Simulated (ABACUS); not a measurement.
## AlN in ABACUS: the effect of basis

AlN:

```xyz
4
Lattice="3.1741 0.0000 0.0000 -1.5870 2.7488 0.0000 0.0000 0.0000 5.0787" Properties=species:S:1:pos:R:3 pbc="T T T"
Al    1.5870    0.9163    2.5393
Al    0.0000    1.8325    0.0000
N     1.5870    0.9163    4.4692
N     0.0000    1.8325    1.9299
```

The cell isn't the ideal one: volume scaled by 1.06.

Alike in all runs:

| Property | Result |
| --- | --- |
| Program | ABACUS 3.10.1 |
| Task | equation of state |
| Functional | PBE |
| Potentials or basis | PseudoDojo NC SR 0.4.1 PBE standard |
| k mesh | 7 × 7 × 4 |
| Occupations | fermi-dirac, width 0.05 eV |
| Spin | no spin polarisation |

| basis | cutoff | gap on the mesh (eV) | pressure (GPa) | largest force (eV/Å) |
| --- | --- | --- | --- | --- |
| DZP | 1361 eV | ? | ? | ? |
| TZDP | 1361 eV | 3.73 | -7.4 | 0.08 |
| pw | 1143 eV | 3.72 | -7.4 | 0.09 |

Problem. What does the run with basis DZP give?

Solution. gap on the mesh 4.05 eV; pressure -6.0 GPa; largest force 0.09 eV/Å.

Caveats: the atomic orbitals were generated for these runs and aren't a published set (some runs); the basis of atomic orbitals isn't converged, which shifts pressures, moduli and gaps (some runs); there are fewer bands than atomic start orbitals, so a level may be missed at k points of high symmetry (some runs).

